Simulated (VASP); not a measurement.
# What goes wrong when the modes of SnO2 (Cassiterite) are computed with a bad input

Some phonon runs on SnO2 (Cassiterite) get a fault in the input on purpose. Which of them show, and how? The starting structure is a measured crystal structure from the Crystallography Open Database.

Program: VASP 6.6.1. Level of theory: Kohn-Sham DFT with plane waves and PAW; LDA. Results are calculated unless marked as measured.

## 1. The structure

The structure is tetragonal, space group P4_2/mnm (No. 136). Conventional cell: a = 4.738 Å, b = 4.738 Å, c = 3.187 Å, α = 90.00°, β = 90.00°, γ = 90.00°. Nearest to Sn lie 6 O at 2.05 to 2.06 Å. O has 3 Sn at 2.05 to 2.06 Å nearest. Farther neighbours and most contacts between anions are not listed.

Coordinates:

```cif
data_structure
_symmetry_space_group_name_H-M 'P 1'
_symmetry_Int_Tables_number 1
_cell_length_a 4.7380
_cell_length_b 4.7380
_cell_length_c 3.1865
_cell_angle_alpha 90.000
_cell_angle_beta 90.000
_cell_angle_gamma 90.000
_cell_volume 71.53
loop_
_atom_site_label
_atom_site_type_symbol
_atom_site_fract_x
_atom_site_fract_y
_atom_site_fract_z
_atom_site_occupancy
Sn1 Sn 0.50000 0.50000 0.50000 1
Sn2 Sn 0.00000 0.00000 0.00000 1
O3 O 0.80710 0.19290 0.50000 1
O4 O 0.69290 0.69290 0.00000 1
O5 O 0.19290 0.80710 0.50000 1
O6 O 0.30710 0.30710 0.00000 1
```

## 2. Reference modes

The cell comes from a relaxation at this level, not shown (71.49 Å³).

File INCAR:

```
SYSTEM = SnO2
PREC = Accurate
ENCUT = 520
EDIFF = 1E-08
NELM = 100
ISMEAR = 0
SIGMA = 0.03
LREAL = .FALSE.
ALGO = Normal
GGA = CA
NBANDS = 32
LORBIT = 11
LWAVE = .FALSE.
LCHARG = .FALSE.
KPAR = 8
IBRION = 6
NFREE = 2
POTIM = 0.015
NSW = 1
ISIF = 2
```

File POSCAR:

```
SnO2
1.0
    4.7290715677      0.0000000000      0.0000000000
    0.0000000000      4.7290715677      0.0000000000
    0.0000000000      0.0000000000      3.1967100216
Sn O
2 4
Direct
    0.5000000000      0.5000000000      0.5000000000
    0.0000000000      0.0000000000      0.0000000000
    0.8060430162      0.1939569838      0.5000000000
    0.6939569838      0.6939569838      0.0000000000
    0.1939569838      0.8060430162      0.5000000000
    0.3060430162      0.3060430162      0.0000000000
```

File KPOINTS:

```
Automatic mesh
0
Gamma
6 6 6
0 0 0
```

Potentials, in the order of the species: Sn_d and O (LDA family, release 64).

Run with:

```console
$ mpirun -np 8 vasp_std
```

Log:

```text
[banner, memory and clock lines left out]
running    8 mpi-ranks, on    1 nodes
 distrk:  each k-point on    1 cores,    8 groups
 distr:  one band on    1 cores,    1 groups

 POSCAR found type information on POSCAR SnO
 POSCAR found :  2 types and       6 ions
|                                                                             |
|           W    W    AA    RRRRR   N    N  II  N    N   GGGG   !!!           |
|           W    W   A  A   R    R  NN   N  II  NN   N  G    G  !!!           |
|           W    W  A    A  R    R  N N  N  II  N N  N  G       !!!           |
|           W WW W  AAAAAA  RRRRR   N  N N  II  N  N N  G  GGG   !            |
|           WW  WW  A    A  R   R   N   NN  II  N   NN  G    G                |
|           W    W  A    A  R    R  N    N  II  N    N   GGGG   !!!           |
|                                                                             |
|     For optimal performance we recommend to set                             |
|       NCORE = 2 up to number-of-cores-per-socket                            |
|     NCORE specifies how many cores store one orbital (NPAR=cpu/NCORE).      |
|     This setting can greatly improve the performance of VASP for DFT.       |
|     The default, NCORE=1 might be grossly inefficient on modern             |
|     multi-core architectures or massively parallel machines. Do your        |
|     Unfortunately you need to use the default for GW and RPA                |
|     calculations (for HF NCORE is supported but not extensively tested      |
|     yet).                                                                   |
|                                                                             |

 LDA part: xc-table for (Slater(with rela. corr.)+CA(PZ))
 , standard interpolation
 POSCAR, INCAR and KPOINTS ok, starting setup
 FFT: planning ... GRIDC
 FFT: planning ... GRID_SOFT
 FFT: planning ... GRID
 WAVECAR not read
 entering main loop
       N       E                     dE             d eps       ncg     rms          rms(c)
DAV:   1     0.638303096309E+03    0.63830E+03   -0.26468E+04  2776   0.254E+03
DAV:   2     0.506145412807E+02   -0.58769E+03   -0.56266E+03  2840   0.682E+02
DAV:   3    -0.436497399351E+02   -0.94264E+02   -0.93111E+02  2936   0.223E+02
DAV:   4    -0.483022452021E+02   -0.46525E+01   -0.46328E+01  3096   0.548E+01
DAV:   5    -0.484442260896E+02   -0.14198E+00   -0.14195E+00  3280   0.980E+00    0.158E+01
DAV:   6    -0.423418529154E+02    0.61024E+01   -0.22169E+01  4200   0.701E+01    0.614E+00
DAV:   7    -0.423742774156E+02   -0.32425E-01   -0.20543E+00  2968   0.839E+00    0.324E+00
DAV:   8    -0.422975500069E+02    0.76727E-01   -0.28776E-01  4008   0.511E+00    0.740E-01
DAV:   9    -0.422811139394E+02    0.16436E-01   -0.65265E-02  4080   0.376E+00    0.132E-01
DAV:  10    -0.422812697342E+02   -0.15579E-03   -0.45511E-03  3648   0.585E-01    0.466E-02
DAV:  11    -0.422812755937E+02   -0.58595E-05   -0.22277E-04  4096   0.202E-01    0.218E-02
DAV:  12    -0.422812794380E+02   -0.38443E-05   -0.23322E-05  3328   0.417E-02    0.156E-02
DAV:  13    -0.422812753357E+02    0.41023E-05   -0.15203E-05  4080   0.497E-02    0.172E-03
DAV:  14    -0.422812754474E+02   -0.11171E-06   -0.14356E-06  3104   0.948E-03    0.821E-04
DAV:  15    -0.422812754519E+02   -0.44956E-08   -0.74113E-08  3472   0.216E-03
   1 F= -.42281275E+02 E0= -.42281275E+02  d E =-.656423E-25
[... from here on, the cycles between the ionic steps are left out ...]
   2 F= -.42278536E+02 E0= -.42278536E+02  d E =-.291061E-24
   3 F= -.42278536E+02 E0= -.42278536E+02  d E =-.290896E-24
   4 F= -.42279014E+02 E0= -.42279014E+02  d E =-.504726E-25
   5 F= -.42279014E+02 E0= -.42279014E+02  d E =-.506628E-25
   6 F= -.42279767E+02 E0= -.42279767E+02  d E =-.617667E-29
   7 F= -.42279722E+02 E0= -.42279722E+02  d E =-.329402E-25
   8 F= -.42279799E+02 E0= -.42279799E+02  d E =-.129229E-24
 Finite differences progress:
  Degree of freedom:   4/  4
  Displacement:        1/  2
  Total:               7/  8
 bond charge predicted
       N       E                     dE             d eps       ncg     rms          rms(c)
DAV:   1    -0.422757790405E+02    0.40197E-02   -0.39053E+00  4424   0.107E+01    0.266E-01
DAV:   2    -0.422804074133E+02   -0.46284E-02   -0.58615E-02  5448   0.167E+00    0.144E-01
DAV:   3    -0.422798524256E+02    0.55499E-03   -0.15582E-03  5352   0.330E-01    0.561E-02
DAV:   4    -0.422797962739E+02    0.56152E-04   -0.47719E-04  5776   0.163E-01    0.192E-02
DAV:   5    -0.422797995711E+02   -0.32972E-05   -0.65527E-05  4904   0.578E-02    0.119E-02
DAV:   6    -0.422797990678E+02    0.50335E-06   -0.28233E-06  5968   0.162E-02    0.422E-03
DAV:   7    -0.422797987285E+02    0.33931E-06   -0.99209E-07  5256   0.937E-03    0.561E-04
DAV:   8    -0.422797987533E+02   -0.24821E-07   -0.26397E-07  5336   0.336E-03    0.506E-04
DAV:   9    -0.422797987521E+02    0.11487E-08   -0.75824E-09  3432   0.851E-04
   9 F= -.42279799E+02 E0= -.42279799E+02  d E =-.128976E-24
 Finite differences progress:
  Degree of freedom:   4/  4
  Displacement:        2/  2
  Total:               8/  8
```

Run time: 87 s. Hardware: 8 MPI ranks of Intel Xeon Platinum 8259CL at 2.50GHz (Skylake/Cascade Lake), shared host; peak memory 2.9 GiB.

Lines that name or quote the potential files are left out of all logs, and their timing lines are given in words.

[end of part 1 of 3]

[Lines on the potential files, build, host, timing and source positions are cut from VASP's logs without a mark.]

[Logs are printed without paths, hosts, clocks, repeated set-up lines and the standing remarks that a program may print on its own settings, such as how far it seeks lower states.]

[Hosts, paths, dates, database ids (printed as entryN), source tags and the programs' standing remarks are cut or masked in the printed files.]
